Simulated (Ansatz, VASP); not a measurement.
# SnSe3: VASP beside Ansatz

```
Sn Se
1.0
    -1.96476    1.96476    7.21498
     1.96476   -1.96476    7.21498
     1.96476    1.96476   -7.21498
Sn Se
1 3
Direct
  0.00000 0.00000 0.00000
  0.50000 0.50000 0.00000
  0.25000 0.75000 0.50000
  0.75000 0.25000 0.50000
```

Alike in both runs: functional PBE; k mesh 6 × 6 × 6; occupations gaussian, width 0.1 eV; no spin polarisation.

Ansatz relaxed the structure, and its values are those at the end. VASP's run is a single point on that final structure, the one shown.

|  | VASP | Ansatz |
| --- | --- | --- |
| version | VASP 6.6.1 | Ansatz 0.2.0 |
| potentials or method | VASP PAW PBE potentials, release 64 (Sn_d, Se) | scalar-relativistic, plane waves, PAW |
| plane-wave cutoff (eV) | 520 | 420 |
| valence electrons in the cell | 32 | 62 |

|  | VASP | Ansatz | Ansatz less VASP |
| --- | --- | --- | --- |
| gap on the k mesh at the Fermi level (eV) | none | none | - |
| pressure (GPa) | -0.1 | -0.1 | -0.01 |

A gap of «none» marks a metal or a gap that the smearing closes. The two sets of potentials don't hold the same shells in valence.

Caveats: the k mesh is coarse (spacing up to 0.38 Å⁻¹), so the values aren't converged.
